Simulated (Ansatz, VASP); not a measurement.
**GaAs in VASP and in Ansatz**

```
Ga As
1.0
    -2.87231    2.87231    0.00000
     0.00000    0.00000    5.74461
     2.87231    2.87231    0.00000
Ga As
2 2
Direct
  0.00000 0.00000 0.00000
  0.50000 0.50000 0.50000
  0.00000 0.25000 0.50000
  0.50000 0.75000 0.00000
```

Alike in both runs: task single point; functional PBE; k mesh 8 × 5 × 8; occupations fermi-dirac, width 0.02 eV; no spin polarisation.

|  | VASP | Ansatz |
| --- | --- | --- |
| version | VASP 6.6.1 | Ansatz 0.2.0 |
| potentials or method | VASP PAW PBE potentials, release 64 (Ga_d, As), cutoff 520 eV | all-electron LAPW, scalar-relativistic |

Ansatz gave:

- pressure (GPa): 0.0

Problem. Estimate VASP's values.

Solution. Pressure (GPa): 0.2.

Ansatz ran all-electron here, so the differences hold the error of VASP's frozen core and of both bases.
